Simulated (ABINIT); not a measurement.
Crystal: Mn3Si.

```
CELL_PARAMETERS angstrom
0.00000 2.86100 2.86100
2.86100 0.00000 2.86100
2.86100 2.86100 0.00000
ATOMIC_POSITIONS crystal
Mn 0.75000 0.75000 0.75000
Mn 0.25000 0.25000 0.25000
Mn 0.50000 0.50000 0.50000
Si 0.00000 0.00000 0.00000
```

Base run:

| Quantity | Value |
| --- | --- |
| Program | ABINIT 10.8.3 (patched build) |
| Functional | LDA |
| Potentials or basis | JTH PAW LDA v2.0 |
| Cutoff | 463 eV |
| k mesh | 6 × 6 × 6 |
| Occupations | fermi-dirac, width 0.05 eV |
| Spin | collinear spin, ferromagnetic start |
| Starting moments | [4.0, 4.0, 4.0, 0.0] μB |

Its results: band gap on the k mesh none (metal or under the smearing width); net moment 1.05 μB per cell; site moments Mn -0.69, +2.35; Si +0.03 μB.

Q: The run is repeated on the same cell with these changes: k mesh from 6 × 6 × 6 to 3 × 3 × 3. What comes out?

A: Band gap on the k mesh none (metal or under the smearing width); net moment 1.64 μB per cell; site moments Mn -0.20, +1.98; Si +0.01 μB.

Caveats: some runs use coarse meshes.

Not every run made on this cell is shown here.
